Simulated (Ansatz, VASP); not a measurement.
**InAs: VASP beside Ansatz**

Wanted: the spread between two codes on one cell, functional and k mesh. The cell is taken from a series of runs on this material, whose earlier steps may have relaxed, scaled, displaced or heated it; both programs get it as it stands.

Method: plane waves, with VASP 6.6.1 beside it; zone-centre phonons at LDA, in Ansatz 0.2.0.

## 1. Starting point

It takes space group R3m (No. 160, trigonal). Conventional cell: a = 4.176 Å, b = 4.176 Å, c = 10.572 Å, α = 90.00°, β = 90.00°, γ = 120.00°. As has 4 In at 2.58 to 2.60 Å nearest. Nearest to In lie 4 As at 2.58 to 2.60 Å. Farther neighbours are not listed.

As a file:

```cif
data_structure
_symmetry_space_group_name_H-M 'R3m:H'
_symmetry_Int_Tables_number 160
_cell_length_a 4.1757
_cell_length_b 4.1757
_cell_length_c 10.5722
_cell_angle_alpha 90.000
_cell_angle_beta 90.000
_cell_angle_gamma 120.000
_cell_volume 159.64
loop_
_atom_site_label
_atom_site_type_symbol
_atom_site_symmetry_multiplicity
_atom_site_Wyckoff_symbol
_atom_site_fract_x
_atom_site_fract_y
_atom_site_fract_z
_atom_site_occupancy
As1 As 3 a 0.00000 0.00000 0.24807 1
In1 In 3 a 0.00000 0.00000 0.00193 1
```

## 2. Ansatz: zone-centre phonons, LDA

Ansatz runs on its PAW soft_1 files.

Second derivatives magnify differences that forces hide, and they need a tight electronic threshold.

input.yaml

```yaml
crystal:
  lattice:
    - [0.0661910205, 3.0188444357, 3.0188444357]
    - [3.0188444357, 0.0661910205, 3.0188444357]
    - [3.0188444357, 3.0188444357, 0.0661910205]
  atoms:
    - { symbol: As, position: [0.7519319062, 0.7519319062, 0.7519319062] }
    - { symbol: In, position: [-0.0019319062, -0.0019319062, -0.0019319062] }
kpoints:
  mp_grid: { grid: [12, 12, 12] }
hamiltonian:
  xc: lda
  pseudopotentials: { kind: paw, azcp: { folder: soft_1 }, xc_functional: pbe }
scf:
  occupations: { method: methfessel_paxton, width: 0.2 }
output:
  eigenvalues: true
phonons:
  method: dfpt
```

Run with:

```console
> ansatz run input.yaml --threads 4 --pin off --max-ram 10240MiB --backend cpu --events-out ev --progress --plain --runs-dir out
```

Numbers of over 12 decimals in the logs are rounded to 6 here.

The log of the run:

```text
Engine: ansatz 0.2.0, aarch64-unknown-linux-gnu
Pseudopotentials: kind: paw
Pseudopotential: As, paw, valence charge 15, recommended cutoff 420 eV (normal), soft_1/As.paw.azcp
Pseudopotential: In, paw, valence charge 13, recommended cutoff 420 eV (normal), soft_1/In.paw.azcp
Functional definition: SPW92
  exchange = slater_x
  correlation = pw_c
Crystal: 2 atoms, lattice volume = 53.215 Å³
Basis set: ecut = 420 eV, 1013 PW (Γ), exchange–correlation on 60×60×60 points (8 copies of the dense FFT grid, shifted against one another)
Bands: 18, of which v1, the nominal top of the filled ones, is band 14 counted from 1 (13 counted from 0)
Symmetry: 6 space group operations
k-points: 476 of 1728 (irreducible under 2 space group operations, time reversal used)
Non-local potential: As, projectors of the file, l = 0: 2, l = 1: 2, l = 2: 3, l = 3: 1
Non-local potential: In, projectors of the file, l = 0: 2, l = 1: 2, l = 2: 2, l = 3: 1
PAW form: soft (Blöchl's): semilocal exchange-correlation on the pseudo side does not see the compensation charge
PAW frozen core: As, regenerated for the run's functional, and the local potential with it (the file was generated under x = pbe(κ = 0.804, μ = 0.219515), c = pbe(β = 0.066725))
PAW frozen core: In, regenerated for the run's functional, and the local potential with it (the file was generated under x = pbe(κ = 0.804, μ = 0.219515), c = pbe(β = 0.066725))
PAW one-centre angular grid: As, 590 points (default); XC on 64 Gauss nodes
PAW one-centre angular grid: In, 590 points (default); XC on 64 Gauss nodes
Initial density: superposition of atomic densities (chi_scale 0.1, normalization cell, long waves kept (reshape's long-wave potential 0.00 eV rms))
Initial wavefunctions: pseudopotential atomic-orbital guess
Functional: x = slater, c = lda
SCF iter   1: F=—  HF=-10231.419178 eV  |F-HF|=—  |Δ(HF+E_count)|=         —  Δρ=2.91e-2  dr2=4.03e-1  ethr=3.10e-3  ⟨swp⟩=5.3  Hψ=44026  notcnv=0
preconditioner: auto → none  [insulator: Δε(μ)=0.811 eV  Ē_g=14.828 eV  σ=0.200 eV  W_gap=0.59  n_scr=14 (ndim 8)  ℏωp=21.6 eV  f_vac=0.003  D(μ)=0.04/eV (n_scr^D=0)  ε∞_Penn≈3.1]
SCF iter   2: F=—  HF=-10231.302869 eV  |F-HF|=—  |Δ(HF+E_count)|=   1.16e-1  S|Δr|=    0.00e0  Δρ=1.28e-2  dr2=6.41e-2  ethr=1.44e-3  ⟨swp⟩=2.0  Hψ=14234  notcnv=0
SCF iter   3: F=—  HF=-10231.288204 eV  |F-HF|=—  |Δ(HF+E_count)|=   1.47e-2  S|Δr|=    0.00e0  Δρ=2.61e-3  dr2=7.67e-3  ethr=2.29e-4  ⟨swp⟩=2.3  Hψ=16640  notcnv=0
SCF iter   4: F=—  HF=-10231.284800 eV  |F-HF|=—  |Δ(HF+E_count)|=   3.40e-3  S|Δr|=    0.00e0  Δρ=7.11e-4  dr2=1.30e-4  ethr=2.74e-5  ⟨swp⟩=2.0  Hψ=15233  notcnv=0
SCF iter   5: F=—  HF=-10231.284826 eV  |F-HF|=—  |Δ(HF+E_count)|=   2.63e-5  S|Δr|=    0.00e0  Δρ=1.84e-4  dr2=6.36e-6  ethr=4.65e-7  ⟨swp⟩=3.0  Hψ=15257  notcnv=0
SCF iter   6: F=—  HF=-10231.284831 eV  |F-HF|=—  |Δ(HF+E_count)|=   4.97e-6  S|Δr|=    0.00e0  Δρ=3.20e-5  dr2=5.80e-7  ethr=2.27e-8  ⟨swp⟩=3.0  Hψ=15634  notcnv=0
SCF iter   7: F=—  HF=-10231.284831 eV  |F-HF|=—  |Δ(HF+E_count)|=   3.41e-7  S|Δr|=    0.00e0  Δρ=5.77e-6  dr2=1.46e-8  ethr=2.07e-9  ⟨swp⟩=2.0  Hψ=12853  notcnv=0
SCF iter   8: F=—  HF=-10231.284831 eV  |F-HF|=—  |Δ(HF+E_count)|=   7.48e-9  S|Δr|=    0.00e0  Δρ=7.11e-7  dr2=1.41e-10  ethr=5.20e-11  ⟨swp⟩=2.0  Hψ=15137  notcnv=0
SCF iter   9: F=—  HF=-10231.284831 eV  |F-HF|=—  |Δ(HF+E_count)|=  2.91e-11  S|Δr|=    0.00e0  Δρ=2.16e-7  dr2=1.76e-11  ethr=1.00e-12  ⟨swp⟩=6.0  Hψ=41275  notcnv=0
SCF iter  10: F=-10231.284831 eV  HF=-10231.284831 eV  |F-HF|=1.82e-12  |Δ(HF+E_count)|=  9.09e-12  S|Δr|=    0.00e0  Δρ=3.23e-8  dr2=2.27e-13  ethr=1.00e-12  ⟨swp⟩=5.1  Hψ=35149  notcnv=0
SCF 1 converged in 10 iterations: F = -10231.284831 eV  dr2 = 2.27e-13
  greatest PAW one-centre occupation: 0.999 electrons in one spin orbital (limit 2), on the As atom at site 0 (counted from 0), in its partial waves of l = 2
DFPT response loops at Γ: preconditioner auto → Kerker (q_TF=auto, 2.451 Å⁻¹) (partly filled bands, converged f_vac=0.075); β = 1.00, the filter's whole step (`scf.mixing.beta` (0.50) is not read by the response loops under this deck's `scf.mixing.preconditioner`; to damp them name `kerker` or `kerker_dos`, under which they read `scf.mixing.beta`, and type it under 1.00, their step now; both keys bind the ground state too); Broyden in place of MSR1
SCF converged after 10 iterations
Stability not checked: this state was not tested for a lower state beside it, because cold or Methfessel-Paxton smearing, or corrected tetrahedra, fill the levels in a way that the test cannot read (fill_not_monotonic; see scf.lower_state_search)
Free energy (F): -10231.284831 eV
Harris-Foulkes:  -10231.284831 eV  (|F-HF|=1.82e-12)
Internal energy: -10231.285130 eV  (E = F + TS)
E sigma→0 (E₀):  -10231.284906 eV
Entropy (-TS):   0.000299 eV (0.149 meV/atom)
Fermi energy:    7.979472 eV
Step filling:    the computed levels leave a gap of 0.0000 eV = 0.0 smearing widths at the electron count; against every level under it full and every level over it empty, smearing changes F+E_penalty+E_count by +0.093 meV and its σ→0 estimate by +0.018 meV
--- Per-component energies (eV) ---
  E_band       = -315.028525
  E_kinetic    = 319.516163
  E_local      = -3434.023757  (includes V_loc(G=0)·N_el)
  E_nonlocal   = -59.425168
  E_hartree    = 1710.794311
  E_xc         = -212.804128
  E_vxc        = -165.282032  (∫ρ·V_xc dr)
  E_paw        = -6001.929509  (= ΣΔE_a)
  E_vpaw       = -397.402398  (= ΣTr[D̂ρ^β])
  E_aug_tail   = 0.000063  (compensation charges beyond the density's cutoff)
  E_ewald      = -2555.772869
  E_core_change = 2.359764  (= ΣΔE_core)
  E_smearing   = 0.000299  (= −TS)
  E_closure    = 0.000000  (closes the sum)
  Σ components = -10231.284831   (vs F -10231.284831, Δ=0.00e0)
--- Band table (eV; the first three rows and the last of 476) ---
  k-point 0: bands = [... 10 lower, -4.3151, 7.5755, 7.7274, 7.9587, 7.9587, 11.5374, 11.8428, 11.8428]
  k-point 1: bands = [... 10 lower, -4.2348, 6.5814, 7.6363, 7.8555, 8.6536, 11.7108, 11.8400, 11.9812]
  k-point 2: bands = [... 10 lower, -4.0035, 5.3193, 7.3951, 7.6068, 9.0189, 12.0099, 12.2626, 12.2840]
  k-point 475: bands = [... 10 lower, -2.8230, 1.7452, 6.9603, 6.9603, 9.0319, 12.6845, 12.6845, 14.6970]
--- Phonons (Γ-DFPT): 2 representative perturbations + reference, on 476 of 1728 k-points (Σ response iterations 6) ---
  k mesh reduced under 2 symmetry operations, with k and −k counted as one. Each operation leaves every solved perturbation unchanged. A smaller set is not used because it would not reduce the number of displacements times k-points to solve
  ASR residual: 7.599e-5 → 0.000e0 eV/Å²; symmetrization residual: 2.172e-5 eV/Å²
  ASR residual per site (eV/Å²): 1.41e-5 7.60e-5
  Γ frequencies (cm⁻¹): 0.00 0.00 0.00 221.28 222.76 222.76
  non-analytic LO–TO correction: not included (Born effective charges unavailable; polar crystals: no LO–TO splitting at Γ)
```

## 3. VASP: zone-centre phonons, LDA

The same cell, functional (in two slightly different forms), mesh and smearing now go to VASP, with its own data sets.

Lines of VASP's logs that name or quote its potential files are left out, and so is its time.

INCAR

```
SYSTEM = InAs
PREC = Accurate
ENCUT = 500
EDIFF = 1E-08
NELM = 120
ISMEAR = 1
SIGMA = 0.2
LREAL = .FALSE.
ALGO = Normal
GGA = PW92
NBANDS = 15
LORBIT = 11
LWAVE = .FALSE.
LCHARG = .FALSE.
ISIF = 2
IBRION = 8
LASPH = .TRUE.
GGA_COMPAT = .FALSE.
KPAR = 2
```

POSCAR

```
InAs
1.0
    0.0661910205      3.0188444357      3.0188444357
    3.0188444357      0.0661910205      3.0188444357
    3.0188444357      3.0188444357      0.0661910205
As In
1 1
Direct
    0.7519319062      0.7519319062      0.7519319062
    0.9980680938      0.9980680938      0.9980680938
```

KPOINTS

```
Automatic mesh
0
Gamma
12 12 12
0 0 0
```

PAW data sets: As and In_d (LDA family, release 64).

Run with:

```console
> mpirun -np 2 vasp_std
```

The log of the run:

```text
[banner, memory and clock lines left out]
running    2 mpi-ranks, on    1 nodes
 distrk:  each k-point on    1 cores,    2 groups
 distr:  one band on    1 cores,    1 groups

 POSCAR found type information on POSCAR AsIn
 POSCAR found :  2 types and       2 ions
|                                                                             |
|               ----> ADVICE to this user running VASP <----                  |
|                                                                             |
|     You enforced a specific xc type in the INCAR file but a different       |
|     [... a line on the potential file left out ...]
|     I HOPE YOU KNOW WHAT YOU ARE DOING!                                     |
|                                                                             |

 LDA part: xc-table for (Slater(with rela. corr.)+PW92), standard interpolation
 POSCAR, INCAR and KPOINTS ok, starting setup
 FFT: planning ... GRIDC
 FFT: planning ... GRID_SOFT
 FFT: planning ... GRID
 WAVECAR not read
 entering main loop
       N       E                     dE             d eps       ncg     rms          rms(c)
DAV:   1     0.111675985125E+03    0.11168E+03   -0.82209E+03  5705   0.127E+03
DAV:   2    -0.163043638138E+01   -0.11331E+03   -0.10878E+03  6265   0.303E+02
DAV:   3    -0.913389115622E+01   -0.75035E+01   -0.74680E+01  7203   0.791E+01
DAV:   4    -0.932707390014E+01   -0.19318E+00   -0.19312E+00  7005   0.140E+01
DAV:   5    -0.933537320668E+01   -0.82993E-02   -0.82991E-02  8463   0.251E+00    0.498E+00
DAV:   6    -0.904970554216E+01    0.28567E+00   -0.38965E-01  8966   0.115E+01    0.275E+00
DAV:   7    -0.900739352661E+01    0.42312E-01   -0.12132E-01  7916   0.334E+00    0.692E-01
DAV:   8    -0.900405802290E+01    0.33355E-02   -0.13045E-02  7563   0.140E+00    0.253E-01
DAV:   9    -0.900392618824E+01    0.13183E-03   -0.82705E-04  7178   0.250E-01    0.161E-01
DAV:  10    -0.900394295295E+01   -0.16765E-04   -0.13670E-04  8526   0.213E-01    0.732E-02
DAV:  11    -0.900394500034E+01   -0.20474E-05   -0.41959E-05  8814   0.127E-01    0.412E-02
DAV:  12    -0.900394264389E+01    0.23564E-05   -0.55908E-06  8494   0.317E-02    0.631E-03
DAV:  13    -0.900394271127E+01   -0.67379E-07   -0.76202E-07  7217   0.553E-03    0.887E-04
DAV:  14    -0.900394270504E+01    0.62255E-08   -0.31015E-08  7325   0.193E-03
   1 F= -.90039427E+01 E0= -.90040422E+01  d E =0.298365E-03
 Linear response reoptimize wavefunctions to high precision
DAV:   1    -0.900394270485E+01    0.19554E-09   -0.39275E-09  6180   0.109E-03
DAV:   2    -0.900394270491E+01   -0.58208E-10   -0.81677E-10  4144   0.222E-04
 Linear response DOF=           2
 Linear response progress:
  Degree of freedom:   1/  2
       N       E                     dE             d eps       ncg     rms          rms(c)
RMM:   1    -0.476545127805E-01   -0.47655E-01    0.63786E-02 29968   0.162E+00
RMM:   2    -0.453405705998E-01    0.23139E-02    0.15212E-03 22488   0.602E-01    0.113E-01
RMM:   3    -0.460555882458E-01   -0.71502E-03   -0.20570E-03 26198   0.257E-01    0.486E-02
RMM:   4    -0.462309080288E-01   -0.17532E-03   -0.15834E-04 26781   0.856E-02    0.109E-02
RMM:   5    -0.462623621312E-01   -0.31454E-04   -0.17887E-05 27805   0.318E-02    0.503E-03
RMM:   6    -0.462461690664E-01    0.16193E-04   -0.18348E-06 27006   0.869E-03    0.161E-03
RMM:   7    -0.462450528370E-01    0.11162E-05   -0.26846E-07 29611   0.287E-03    0.120E-03
RMM:   8    -0.462452369252E-01   -0.18409E-06   -0.37149E-08 28229   0.117E-03    0.781E-04
RMM:   9    -0.462458125735E-01   -0.57565E-06    0.78278E-10 27043   0.444E-04    0.948E-05
RMM:  10    -0.462459458735E-01   -0.13330E-06    0.42840E-08 29486   0.183E-04    0.885E-05
RMM:  11    -0.462459382888E-01    0.75847E-08   -0.39329E-08 30426   0.762E-05    0.282E-05
 first order change of Fermi-energy   0.83647E+00
 force on displaced ion       1 direction 1 :  -8.296   0.033   0.033
 Linear response progress:
  Degree of freedom:   2/  2
       N       E                     dE             d eps       ncg     rms          rms(c)
RMM:   1    -0.235186588862E+00   -0.23519E+00   -0.78086E-02 19259   0.500E+00
RMM:   2    -0.237728365389E+00   -0.25418E-02   -0.14315E-02 24279   0.108E+00    0.809E-02
RMM:   3    -0.237718067679E+00    0.10298E-04   -0.16559E-03 26372   0.335E-01    0.401E-02
RMM:   4    -0.237547989933E+00    0.17008E-03   -0.14368E-04 26921   0.110E-01    0.208E-02
RMM:   5    -0.237512476654E+00    0.35513E-04   -0.20494E-05 28249   0.411E-02    0.775E-03
RMM:   6    -0.237513964327E+00   -0.14877E-05    0.77708E-06 28213   0.137E-02    0.193E-03
RMM:   7    -0.237524559333E+00   -0.10595E-04   -0.14340E-07 28388   0.407E-03    0.732E-04
RMM:   8    -0.237523564487E+00    0.99485E-06    0.82775E-07 28369   0.173E-03    0.393E-04
RMM:   9    -0.237522718183E+00    0.84630E-06    0.88738E-07 29042   0.772E-04    0.979E-05
RMM:  10    -0.237522492959E+00    0.22522E-06    0.47817E-07 29156   0.328E-04    0.299E-05
RMM:  11    -0.237522508922E+00   -0.15964E-07    0.28053E-07 28879   0.169E-04    0.138E-05
RMM:  12    -0.237522516231E+00   -0.73084E-08    0.17286E-07 31054   0.983E-05    0.181E-05
RMM:  13    -0.237522569202E+00   -0.52971E-07    0.54199E-08 27905   0.643E-05    0.142E-05
RMM:  14    -0.237522579201E+00   -0.99990E-08    0.10148E-08 30967   0.463E-05    0.287E-05
 first order change of Fermi-energy  -0.83585E+00
 force on displaced ion       2 direction 1 :  -8.298   0.038   0.038
 Linear response finished
```

Parts of OUTCAR (step 3):

```text
ion  position               nearest neighbor table
   1  0.752  0.752  0.752-   2 2.58   2 2.58   2 2.58   2 2.60
   2  0.998  0.998  0.998-   1 2.58   1 2.58   1 2.58   1 2.60

  LATTYP: Found a trigonal (rhomboedric) cell.
 ALAT       =     4.2698038251
 COS(alpha) =     0.5218005191

 Subroutine GETGRP returns: Found  6 space group operations
 (whereof  6 operations were pure point group operations)

The static configuration has the point symmetry C_3v.

 Found    189 irreducible k-points:

   k-points           NKPTS =    189   k-points in BZ     NKDIM =    189   number of bands    NBANDS=     15

   dimension x,y,z NGX =    32 NGY =   32 NGZ =   32
   dimension x,y,z NGXF=    64 NGYF=   64 NGZF=   64

   ENCUT  =  500.0 eV  36.75 Ry    6.06 a.u.   7.78  7.78  7.78*2*pi/ulx,y,z

   NELECT =      18.0000    total number of electrons

 k-points in reciprocal lattice and weights: Automatic mesh
   0.00000000  0.00000000  0.00000000       0.001
   0.08333333  0.00000000 -0.00000000       0.003
   0.16666667  0.00000000  0.00000000       0.003
   0.25000000  0.00000000 -0.00000000       0.003
   0.33333333  0.00000000  0.00000000       0.003
   0.41666667  0.00000000  0.00000000       0.003
   0.50000000  0.00000000 -0.00000000       0.002
   0.08333333  0.08333333  0.00000000       0.003
   0.16666667  0.08333333  0.00000000       0.007
[...]
-0.41666667  0.50000000  0.41666667       0.003
   0.50000000  0.50000000  0.50000000       0.001

 average (electrostatic) potential at core
       1 -52.7595       2 -95.7801

  Total        0.6332157      0.6332157      0.6332157     -0.2912569     -0.2912569     -0.2912569
  in kB       19.0647601     19.0647601     19.0647601     -8.7691171     -8.7691171     -8.7691171
  external PRESSURE =      19.0647601 kB  Pullay stress =       0.0000000 kB

  energy-cutoff  :      500.00
  volume of cell :       53.21
      direct lattice vectors                 reciprocal lattice vectors
     0.066191021  3.018844436  3.018844436    -0.171175541  0.167502882  0.167502882
     3.018844436  0.066191021  3.018844436     0.167502882 -0.171175541  0.167502882
     3.018844436  3.018844436  0.066191021     0.167502882  0.167502882 -0.171175541

 POSITION                                       TOTAL-FORCE (eV/Angst)
 -----------------------------------------------------------------------------------
      4.58970      4.58970      4.58970         0.001702      0.001702      0.001702
      6.09209      6.09209      6.09209        -0.001702     -0.001702     -0.001702
 -----------------------------------------------------------------------------------
    total drift:                                0.000286      0.000286      0.000286

 Eigenvectors and eigenvalues of the dynamical matrix
 ----------------------------------------------------

   1 f  =    6.701828 THz    42.108827 2PiTHz  223.548916 cm-1    27.716521 meV
             X         Y         Z           dx          dy          dz
      4.589702  4.589702  4.589702    -0.434621    0.618318   -0.183698
      6.092088  6.092088  6.092088     0.351212   -0.499657    0.148444

   2 f  =    6.701828 THz    42.108827 2PiTHz  223.548916 cm-1    27.716521 meV
             X         Y         Z           dx          dy          dz
      4.589702  4.589702  4.589702     0.463044    0.144870   -0.607915
      6.092088  6.092088  6.092088    -0.374181   -0.117068    0.491249

   3 f  =    6.659255 THz    41.841334 2PiTHz  222.128842 cm-1    27.540454 meV
             X         Y         Z           dx          dy          dz
      4.589702  4.589702  4.589702     0.449216    0.449216    0.449216
      6.092088  6.092088  6.092088    -0.362682   -0.362682   -0.362682

   4 f/i=    0.001233 THz     0.007750 2PiTHz    0.041142 cm-1     0.005101 meV
             X         Y         Z           dx          dy          dz
      4.589702  4.589702  4.589702     0.507570   -0.188207   -0.319364
      6.092088  6.092088  6.092088     0.628112   -0.232903   -0.395208

   5 f/i=    0.001233 THz     0.007750 2PiTHz    0.041142 cm-1     0.005101 meV
             X         Y         Z           dx          dy          dz
      4.589702  4.589702  4.589702    -0.075723    0.477430   -0.401707
      6.092088  6.092088  6.092088    -0.093707    0.590814   -0.497107

   6 f/i=    0.001695 THz     0.010650 2PiTHz    0.056539 cm-1     0.007010 meV
             X         Y         Z           dx          dy          dz
      4.589702  4.589702  4.589702     0.362682    0.362682    0.362682
      6.092088  6.092088  6.092088     0.449216    0.449216    0.449216

 ELASTIC MODULI CONTR FROM IONIC RELAXATION (kBar)
 Direction    XX          YY          ZZ          XY          YZ          ZX
 --------------------------------------------------------------------------------
 XX          -2.5751     -2.3947     -2.3947     11.2288     18.9154     11.6913
 YY          -2.3947     -2.5751     -2.3947     11.6913     11.2288     18.9154
 ZZ          -2.3947     -2.3947     -2.5751     18.9154     11.6913     11.2288
 XY          11.2288     11.6913     18.9154   -285.1780     23.7621     23.7621
 YZ          18.9154     11.2288     11.6913     23.7621   -285.1780     23.7621
 ZX          11.6913     18.9154     11.2288     23.7621     23.7621   -285.1780
 --------------------------------------------------------------------------------
```

## 4. Side by side

Known differences besides the potentials themselves: the data sets hold 28 valence electrons in Ansatz (on its PAW soft_1 files) and 18 in VASP; the cutoff is 420 eV in Ansatz and 500 eV in VASP; VASP's log shows a relativistic correction to its local exchange, Ansatz's none. Total energies have different zeros and are not compared.

Both answers:

```csv
quantity,Ansatz,VASP,difference
optical mode 1 (cm⁻¹),221.3,222.1,-0.38 %
optical mode 2 to 3 (cm⁻¹),222.8,223.5,-0.35 %
```

Modes are paired by rising frequency, not by their patterns, so a pair may set unlike modes beside each other; they are those without the splitting of longitudinal modes.

## 5. Outcome

```json
{
 "r.m.s. difference of the optical zone-centre modes, each program's sorted by frequency (zone-centre phonons, LDA)": "0.81 cm⁻¹"
}
```

**Reading.** The r.m.s. difference of the optical zone-centre modes, each program's sorted by frequency is 0.81 cm⁻¹ (zone-centre phonons, LDA). The data sets hold unlike numbers of valence electrons (28 in Ansatz and 18 in VASP), so part of the differences comes from the potentials. Such differences can come from data sets, numerical settings and the points named under the comparisons, not from the functional's error against experiment.

[Lines on the potential files, build, host, timing and source positions are cut from VASP's logs without a mark.]

[Logs are printed without paths, hosts, clocks, repeated set-up lines and the standing remarks that a program may print on its own settings, such as how far it seeks lower states.]

[Hosts, paths, dates, database ids (printed as entryN), source tags and the programs' standing remarks are cut or masked in the printed files.]
